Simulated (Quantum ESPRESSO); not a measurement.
# TiC (Fm-3m) in Quantum ESPRESSO: settings compared, part 2 of 4

Quantum ESPRESSO 7.5. Earlier steps stand in the parts before.

**3. Phonons, PBE**

The input, pw.in:

```
&CONTROL
  calculation = 'scf'
  prefix = 'pwscf'
  outdir = './tmp'
  pseudo_dir = './pseudo'
  tprnfor = .true.
  tstress = .true.
  disk_io = 'low'
/
&SYSTEM
  ibrav = 0
  nat = 2
  ntyp = 2
  ecutwfc = 84
  nbnd = 14
  occupations = 'smearing'
  smearing = 'mv'
  degauss = 0.01469973
/
&ELECTRONS
  conv_thr = 4d-10
  electron_maxstep = 120
  mixing_beta = 0.5
/
ATOMIC_SPECIES
Ti    47.8670 Ti.upf
C     12.0110 C.upf
CELL_PARAMETERS angstrom
   0.0000000000    2.1657188437    2.1657188437
   2.1657188437    0.0000000000    2.1657188437
   2.1657188437    2.1657188437    0.0000000000
ATOMIC_POSITIONS crystal
Ti     0.0000000000    0.0000000000    0.0000000000
C      0.5000000000    0.5000000000    0.5000000000
K_POINTS automatic
11 11 11 0 0 0
```

The input, relax.in:

```
&CONTROL
  calculation = 'vc-relax'
  prefix = 'pwscf'
  outdir = './tmp'
  pseudo_dir = './pseudo'
  tprnfor = .true.
  tstress = .true.
  disk_io = 'low'
  nstep = 40
  forc_conv_thr = 0.0001
  etot_conv_thr = 1d-06
/
&SYSTEM
  ibrav = 0
  nat = 2
  ntyp = 2
  ecutwfc = 84
  nbnd = 14
  occupations = 'smearing'
  smearing = 'mv'
  degauss = 0.01469973
/
&ELECTRONS
  conv_thr = 4d-10
  electron_maxstep = 120
  mixing_beta = 0.5
/
&IONS
  ion_dynamics = 'bfgs'
/
&CELL
  cell_dynamics = 'bfgs'
  press = 0
  press_conv_thr = 0.2
/
ATOMIC_SPECIES
Ti    47.8670 Ti.upf
C     12.0110 C.upf
CELL_PARAMETERS angstrom
   0.0000000000    2.1657188437    2.1657188437
   2.1657188437    0.0000000000    2.1657188437
   2.1657188437    2.1657188437    0.0000000000
ATOMIC_POSITIONS crystal
Ti     0.0000000000    0.0000000000    0.0000000000
C      0.5000000000    0.5000000000    0.5000000000
K_POINTS automatic
11 11 11 0 0 0
```

The input, scf2.in:

```
&CONTROL
  calculation = 'scf'
  prefix = 'pwscf'
  outdir = './tmp'
  pseudo_dir = './pseudo'
  tprnfor = .true.
  tstress = .true.
  disk_io = 'low'
/
&SYSTEM
  ibrav = 0
  nat = 2
  ntyp = 2
  ecutwfc = 84
  nbnd = 14
  occupations = 'smearing'
  smearing = 'mv'
  degauss = 0.01469973
/
&ELECTRONS
  conv_thr = 1d-13
  electron_maxstep = 120
  mixing_beta = 0.5
  startingpot = 'file'
  startingwfc = 'file'
/
ATOMIC_SPECIES
Ti    47.8670 Ti.upf
C     12.0110 C.upf
CELL_PARAMETERS angstrom
   0.0000000000    2.1666297364    2.1666297364
   2.1666297364    0.0000000000    2.1666297364
   2.1666297364    2.1666297364    0.0000000000
ATOMIC_POSITIONS crystal
Ti     0.0000000000    0.0000000000    0.0000000000
C      0.5000000000    0.5000000000    0.5000000000
K_POINTS automatic
11 11 11 0 0 0
```

The input, ph.in:

```
phonons of TiC
&INPUTPH
  prefix = 'pwscf'
  outdir = './tmp'
  tr2_ph = 1d-18
  fildyn = 'dyn'
  niter_ph = 90
  alpha_mix(1) = 0.4
/
0.0000000000 0.0000000000 0.0000000000
```

The input, dynmat.in:

```
&INPUT
  fildyn = 'dyn'
  asr = 'crystal'
  filout = 'dynmat.disp'
  fileig = 'dynmat.eig'
/
```

Potentials or basis: PseudoDojo 0.4.1 SR PBE standard.

On the command line:

```bash
$ OMP_NUM_THREADS=1 mpirun -n 4 pw.x -nk 4 -in pw.in > pw.out
$ OMP_NUM_THREADS=1 mpirun -n 4 pw.x -nk 4 -in relax.in > relax.out
$ OMP_NUM_THREADS=1 mpirun -n 4 pw.x -nk 4 -in scf2.in > scf2.out
$ OMP_NUM_THREADS=1 mpirun -n 4 ph.x -nk 4 -in ph.in > ph.out
$ OMP_NUM_THREADS=1 mpirun -n 1 dynmat.x -in dynmat.in > dynmat.out
```

pw.out:

```text
This program is part of the open-source Quantum ESPRESSO suite
     for quantum simulation of materials; please cite
         "P. Giannozzi et al., J. Phys.:Condens. Matter 21 395502 (2009);
         "P. Giannozzi et al., J. Phys.:Condens. Matter 29 465901 (2017);
         "P. Giannozzi et al., J. Chem. Phys. 152 154105 (2020);
     in publications or presentations arising from this work. More details at

     Message from routine setup:
     using ibrav=0 with symmetry is DISCOURAGED, use correct ibrav instead

     K-points division:     npool     =       4
     Subspace diagonalization in iterative solution of the eigenvalue problem:
     a serial algorithm will be used

     G-vector sticks info
     --------------------
     sticks:   dense  smooth     PW     G-vecs:    dense   smooth      PW
     Sum         769     769    241                14211    14211    2421

     Using Slab Decomposition

     bravais-lattice index     =            0
     lattice parameter (alat)  =       5.7878  a.u.
     unit-cell volume          =     137.0985 (a.u.)^3
     number of atoms/cell      =            2
     number of atomic types    =            2
     number of electrons       =        16.00
     number of Kohn-Sham states=           14
     kinetic-energy cutoff     =      84.0000  Ry
     charge density cutoff     =     336.0000  Ry
     scf convergence threshold =      4.0E-10
     mixing beta               =       0.5000
     number of iterations used =            8  plain     mixing
     Exchange-correlation= PBE
                           (   1   4   3   4   0   0   0)

     celldm(1)=   5.787832  celldm(2)=   0.000000  celldm(3)=   0.000000
     celldm(4)=   0.000000  celldm(5)=   0.000000  celldm(6)=   0.000000

     crystal axes: (cart. coord. in units of alat)
               a(1) = (   0.000000   0.707107   0.707107 )
               a(2) = (   0.707107   0.000000   0.707107 )
               a(3) = (   0.707107   0.707107   0.000000 )

     reciprocal axes: (cart. coord. in units 2 pi/alat)
               b(1) = ( -0.707107  0.707107  0.707107 )
               b(2) = (  0.707107 -0.707107  0.707107 )
               b(3) = (  0.707107  0.707107 -0.707107 )

     PseudoPot. # 1 for Ti read from file:
     Ti.upf
     Pseudo is Norm-conserving + core correction, Zval = 12.0
     Generated using ONCVPSP code by D. R. Hamann
     Using radial grid of 1586 points,  6 beta functions with:
                l(1) =   0
                l(2) =   0
                l(3) =   1
                l(4) =   1
                l(5) =   2
                l(6) =   2

     PseudoPot. # 2 for C  read from file:
     C.upf
     Pseudo is Norm-conserving + core correction, Zval =  4.0
     Generated using ONCVPSP code by D. R. Hamann
     Using radial grid of 1248 points,  4 beta functions with:
                l(1) =   0
                l(2) =   0
                l(3) =   1
                l(4) =   1

     atomic species   valence    mass     pseudopotential
     Ti               12.00    47.86700     Ti( 1.00)
     C                 4.00    12.01100     C ( 1.00)

     48 Sym. Ops., with inversion, found

   Cartesian axes

     site n.     atom                  positions (alat units)
         1        Ti     tau(   1) = (   0.0000000   0.0000000   0.0000000  )
         2        C      tau(   2) = (   0.7071068   0.7071068   0.7071068  )

     number of k points=    56  Marzari-Vanderbilt smearing, width (Ry)=  0.0147
                       cart. coord. in units 2pi/alat
        k(    1) = (   0.0000000   0.0000000   0.0000000), wk =   0.0015026
        k(    2) = (   0.0642824   0.0642824  -0.0642824), wk =   0.0120210
        k(    3) = (   0.1285649   0.1285649  -0.1285649), wk =   0.0120210
        k(    4) = (   0.1928473   0.1928473  -0.1928473), wk =   0.0120210
        k(    5) = (   0.2571297   0.2571297  -0.2571297), wk =   0.0120210
        k(    6) = (   0.3214122   0.3214122  -0.3214122), wk =   0.0120210
[... 48 lines left out ...]
        k(   55) = (  -0.0642824  -0.4499770   0.7071068), wk =   0.0360631
        k(   56) = (   0.0000000  -0.3856946   0.6428243), wk =   0.0360631

     Dense  grid:    14211 G-vectors     FFT dimensions: (  36,  36,  36)

     Initial potential from superposition of free atoms

     starting charge      15.9984, renormalised to      16.0000
     Starting wfcs are   14 randomized atomic wfcs

     Self-consistent Calculation

     iteration #  1     ecut=    84.00 Ry     beta= 0.50
     Davidson diagonalization with overlap
     ethr =  1.00E-02,  avg # of iterations =  3.9

     total energy              =    -130.53219615 Ry
     estimated scf accuracy    <       0.80522551 Ry

     iteration #  2     ecut=    84.00 Ry     beta= 0.50
     Davidson diagonalization with overlap
     ethr =  5.03E-03,  avg # of iterations =  2.1
[... 57 lines left out ...]
     total energy              =    -130.88173295 Ry
     estimated scf accuracy    <       0.00000002 Ry

     iteration # 11     ecut=    84.00 Ry     beta= 0.50
     Davidson diagonalization with overlap
     ethr =  2.76E-11,  avg # of iterations =  2.3

     End of self-consistent calculation

          k = 0.0000 0.0000 0.0000 (  1807 PWs)   bands (ev):

   -41.8314 -17.8729 -17.8729 -17.8729   2.3275  15.4357  15.4357  15.4357
    16.4056  16.4056  16.4056  16.4737  16.4737  25.2120

          k = 0.0643 0.0643-0.0643 (  1804 PWs)   bands (ev):

   -41.8256 -17.9139 -17.8767 -17.8767   2.5140  14.6131  14.8928  14.8928
    15.7636  15.7636  16.8082  17.9294  17.9294  25.5331
[... 263 lines left out ...]
   -41.7352 -18.2341 -18.1166 -18.0390   5.0973  11.2361  11.9246  12.4447
    16.7104  17.9988  18.3286  19.3882  20.4659  28.6284

          k = 0.0000-0.3857 0.6428 (  1777 PWs)   bands (ev):

   -41.7346 -18.1909 -18.1690 -18.0355   5.2176  11.3747  11.5176  12.2494
    17.2500  17.6672  18.3532  19.9762  20.0965  28.3470

     the Fermi energy is    14.7759 ev

!    total energy              =    -130.88173295 Ry
     estimated scf accuracy    <          1.3E-10 Ry
     smearing contrib. (-TS)   =      -0.00002212 Ry
     internal energy E=F+TS    =    -130.88171083 Ry

     The total energy is F=E-TS. E is the sum of the following terms:
     one-electron contribution =     -29.53402024 Ry
     hartree contribution      =      22.81869811 Ry
     xc contribution           =     -21.76337853 Ry
     ewald contribution        =    -102.40301018 Ry

     convergence has been achieved in  11 iterations

     Forces acting on atoms (cartesian axes, Ry/au):

     atom    1 type  1   force =     0.00000000    0.00000000    0.00000000
     atom    2 type  2   force =    -0.00000000    0.00000000    0.00000000

     Total force =     0.000000     Total SCF correction =     0.000000

     Computing stress (Cartesian axis) and pressure

          total   stress  (Ry/bohr**3)                   (kbar)     P=        3.20
   0.00002172   0.00000000   0.00000000            3.20        0.00        0.00
   0.00000000   0.00002172   0.00000000            0.00        3.20        0.00
   0.00000000   0.00000000   0.00002172            0.00        0.00        3.20

=------------------------------------------------------------------------------=
   JOB DONE.
=------------------------------------------------------------------------------=
```

It took 2.1 min on 4 MPI ranks of Intel Xeon Platinum 8259CL at 2.50GHz (Skylake/Cascade Lake), shared host; peak memory 0.32 GiB.

What came out:

- Free energy: -1780.7367 eV
- Relaxed volume: 10.17 Å³/atom
- Relaxed cell: a = 3.064 Å, b = 3.064 Å, c = 3.064 Å, α = 60.00°, β = 60.00°, γ = 60.00°
- Space group after relaxing (to 0.05 Å): Fm-3m (No. 225)
- Pressure after relaxing: 0.0 GPa
- Band gap on the k mesh: none (metal or under the smearing width)
- Highest phonon frequency at Γ: 507 cm⁻¹

Final structure:
```yaml
crystal:
  lattice:
    - [0.00000, 2.16663, 2.16663]
    - [2.16663, 0.00000, 2.16663]
    - [2.16663, 2.16663, 0.00000]
  atoms:
    - { symbol: Ti, position: [0.00000, 0.00000, 0.00000] }
    - { symbol: C, position: [0.50000, 0.50000, 0.50000] }
```

Levels at points of the mesh, in eV from the Fermi level:
| k point | band 4 | band 5 | band 6 | band 7 | band 8 | band 9 | band 10 | band 11 | band 12 | band 13 |
| --- | --- | --- | --- | --- | --- | --- | --- | --- | --- | --- |
| (0.00, 0.00, 0.00) | -32.65 | -12.44 | 0.66 | 0.66 | 0.66 | 1.63 | 1.63 | 1.63 | 1.70 | 1.70 |

Phonon frequencies in cm⁻¹ (negative: imaginary):
```
              q point           frequencies
(0.000, 0.000, 0.000)  -1 -1 -1 507 507 507
```

Optical modes at Γ, degenerate ones joined:
| cm⁻¹ | components | symmetry | active in |
| --- | --- | --- | --- |
| 507 | 3 | T1u | IR |

**4. Phonons, PBEsol**

pw.in is that of step 3.

relax.in is that of step 3.

scf2.in: that of step 3 with these lines changed.

```diff
@@ -30,5 +30,5 @@
 CELL_PARAMETERS angstrom
-   0.0000000000    2.1666297364    2.1666297364
-   2.1666297364    0.0000000000    2.1666297364
-   2.1666297364    2.1666297364    0.0000000000
+   0.0000000000    2.1472665097    2.1472665097
+   2.1472665097    0.0000000000    2.1472665097
+   2.1472665097    2.1472665097    0.0000000000
 ATOMIC_POSITIONS crystal
```

ph.in is that of step 3.

dynmat.in is that of step 3.

Potentials or basis: PseudoDojo 0.4.1 SR PBEsol standard.

On the command line:

```bash
$ OMP_NUM_THREADS=1 mpirun -n 4 pw.x -nk 4 -in pw.in > pw.out
$ OMP_NUM_THREADS=1 mpirun -n 4 pw.x -nk 4 -in relax.in > relax.out
$ OMP_NUM_THREADS=1 mpirun -n 4 pw.x -nk 4 -in scf2.in > scf2.out
$ OMP_NUM_THREADS=1 mpirun -n 4 ph.x -nk 4 -in ph.in > ph.out
$ OMP_NUM_THREADS=1 mpirun -n 1 dynmat.x -in dynmat.in > dynmat.out
```

pw.out:

```text
This program is part of the open-source Quantum ESPRESSO suite
     for quantum simulation of materials; please cite
[... 6 lines left out ...]
     using ibrav=0 with symmetry is DISCOURAGED, use correct ibrav instead

     K-points division:     npool     =       4
     Subspace diagonalization in iterative solution of the eigenvalue problem:
     a serial algorithm will be used

     G-vector sticks info
     --------------------
     sticks:   dense  smooth     PW     G-vecs:    dense   smooth      PW
     Sum         769     769    241                14211    14211    2421

     Using Slab Decomposition

     bravais-lattice index     =            0
     lattice parameter (alat)  =       5.7878  a.u.
     unit-cell volume          =     137.0985 (a.u.)^3
     number of atoms/cell      =            2
     number of atomic types    =            2
     number of electrons       =        16.00
     number of Kohn-Sham states=           14
     kinetic-energy cutoff     =      84.0000  Ry
     charge density cutoff     =     336.0000  Ry
     scf convergence threshold =      4.0E-10
     mixing beta               =       0.5000
     number of iterations used =            8  plain     mixing
     Exchange-correlation= PBESOL
[... 50 lines left out ...]
                       cart. coord. in units 2pi/alat
        k(    1) = (   0.0000000   0.0000000   0.0000000), wk =   0.0015026
        k(    2) = (   0.0642824   0.0642824  -0.0642824), wk =   0.0120210
        k(    3) = (   0.1285649   0.1285649  -0.1285649), wk =   0.0120210
        k(    4) = (   0.1928473   0.1928473  -0.1928473), wk =   0.0120210
        k(    5) = (   0.2571297   0.2571297  -0.2571297), wk =   0.0120210
        k(    6) = (   0.3214122   0.3214122  -0.3214122), wk =   0.0120210
[... 48 lines left out ...]
        k(   55) = (  -0.0642824  -0.4499770   0.7071068), wk =   0.0360631
        k(   56) = (   0.0000000  -0.3856946   0.6428243), wk =   0.0360631

     Dense  grid:    14211 G-vectors     FFT dimensions: (  36,  36,  36)

     Initial potential from superposition of free atoms

     starting charge      15.9985, renormalised to      16.0000
     Starting wfcs are   14 randomized atomic wfcs

     Self-consistent Calculation

     iteration #  1     ecut=    84.00 Ry     beta= 0.50
     Davidson diagonalization with overlap
     ethr =  1.00E-02,  avg # of iterations =  3.9

     total energy              =    -130.41729413 Ry
     estimated scf accuracy    <       0.75690016 Ry
[... 64 lines left out ...]
     iteration # 11     ecut=    84.00 Ry     beta= 0.50
     Davidson diagonalization with overlap
     ethr =  2.65E-11,  avg # of iterations =  2.5

     End of self-consistent calculation

          k = 0.0000 0.0000 0.0000 (  1807 PWs)   bands (ev):

   -41.6803 -17.8250 -17.8250 -17.8250   2.2402  15.2992  15.2992  15.2992
    16.3268  16.3268  16.3268  16.3817  16.3817  25.0892
[... 273 lines left out ...]
   -41.5807 -18.1508 -18.1283 -17.9915   5.1695  11.2440  11.3895  12.1399
    17.1429  17.5633  18.2592  19.9321  20.0168  28.2083

     the Fermi energy is    14.6611 ev

!    total energy              =    -130.74740148 Ry
     estimated scf accuracy    <          1.5E-10 Ry
     smearing contrib. (-TS)   =      -0.00001211 Ry
     internal energy E=F+TS    =    -130.74738938 Ry

     The total energy is F=E-TS. E is the sum of the following terms:
     one-electron contribution =     -29.54390206 Ry
     hartree contribution      =      22.74792730 Ry
     xc contribution           =     -21.54840444 Ry
     ewald contribution        =    -102.40301018 Ry

     convergence has been achieved in  11 iterations

     Forces acting on atoms (cartesian axes, Ry/au):

     atom    1 type  1   force =     0.00000000    0.00000000    0.00000000
     atom    2 type  2   force =     0.00000000    0.00000000    0.00000000

     Total force =     0.000000     Total SCF correction =     0.000000

     Computing stress (Cartesian axis) and pressure

          total   stress  (Ry/bohr**3)                   (kbar)     P=      -65.45
  -0.00044490  -0.00000000  -0.00000000          -65.45       -0.00       -0.00
  -0.00000000  -0.00044490  -0.00000000           -0.00      -65.45       -0.00
  -0.00000000  -0.00000000  -0.00044490           -0.00       -0.00      -65.45

=------------------------------------------------------------------------------=
   JOB DONE.
=------------------------------------------------------------------------------=
```

relax.out:

```text
This program is part of the open-source Quantum ESPRESSO suite
     for quantum simulation of materials; please cite
[... 6 lines left out ...]
     using ibrav=0 with symmetry is DISCOURAGED, use correct ibrav instead

     K-points division:     npool     =       4
[... 2247 lines left out ...]
  -0.00000126   0.00000000   0.00000000           -0.19        0.00        0.00
   0.00000000  -0.00000126   0.00000000            0.00       -0.19        0.00
   0.00000000   0.00000000  -0.00000126            0.00        0.00       -0.19

=------------------------------------------------------------------------------=
   JOB DONE.
=------------------------------------------------------------------------------=
```

scf2.out:

```text
This program is part of the open-source Quantum ESPRESSO suite
     for quantum simulation of materials; please cite
[... 6 lines left out ...]
     using ibrav=0 with symmetry is DISCOURAGED, use correct ibrav instead

     K-points division:     npool     =       4
[... 470 lines left out ...]
  -0.00000125   0.00000000   0.00000000           -0.18        0.00        0.00
   0.00000000  -0.00000125   0.00000000            0.00       -0.18        0.00
   0.00000000  -0.00000000  -0.00000125            0.00       -0.00       -0.18

=------------------------------------------------------------------------------=
   JOB DONE.
=------------------------------------------------------------------------------=
```

Run time: 2.3 min. Hardware: 4 MPI ranks of Intel Xeon Platinum 8259CL at 2.50GHz (Skylake/Cascade Lake), shared host; peak memory 0.32 GiB.

Results:

```yaml
Free_energy: -1778.9196 eV
Relaxed_volume: 9.90 Å³/atom
Relaxed_cell: a = 3.037 Å, b = 3.037 Å, c = 3.037 Å, α = 60.00°, β = 60.00°, γ = 60.00°
Space_group_after_relaxing_to_0.05_Å: Fm-3m (No. 225)
Pressure_after_relaxing: 0.0 GPa
Band_gap_on_the_k_mesh: none (metal or under the smearing width)
Highest_phonon_frequency_at_Γ: 538 cm⁻¹
```

The path:
| step | energy change (eV) | largest force (eV/Å) | pressure (GPa) | volume (Å³) |
| --- | --- | --- | --- | --- |
| 1 | 0.0000 | 0.0000 | -6.54 | 20.32 |
| 2 | -0.0097 | 0.0000 | 2.15 | 19.65 |
| 3 | -0.0107 | 0.0000 | -0.08 | 19.81 |
| 4 | -0.0107 | 0.0000 | 0.00 | 19.80 |

Final structure:
```cif
data_structure
_symmetry_space_group_name_H-M 'P 1'
_symmetry_Int_Tables_number 1
_cell_length_a 3.0367
_cell_length_b 3.0367
_cell_length_c 3.0367
_cell_angle_alpha 60.000
_cell_angle_beta 60.000
_cell_angle_gamma 60.000
_cell_volume 19.80
loop_
_atom_site_label
_atom_site_type_symbol
_atom_site_fract_x
_atom_site_fract_y
_atom_site_fract_z
_atom_site_occupancy
Ti1 Ti 0.00000 0.00000 0.00000 1
C1 C 0.50000 0.50000 0.50000 1
```

Phonon frequencies in cm⁻¹ (negative: imaginary):
| q point | frequencies |
| --- | --- |
| (0.000, 0.000, 0.000) | -12 -12 -12 538 538 538 |

Optical modes at Γ, degenerate ones joined:
```tsv
cm⁻¹	components	symmetry	active in
538	3	T1u	IR
```

(Part 2 of 4 ends here.)
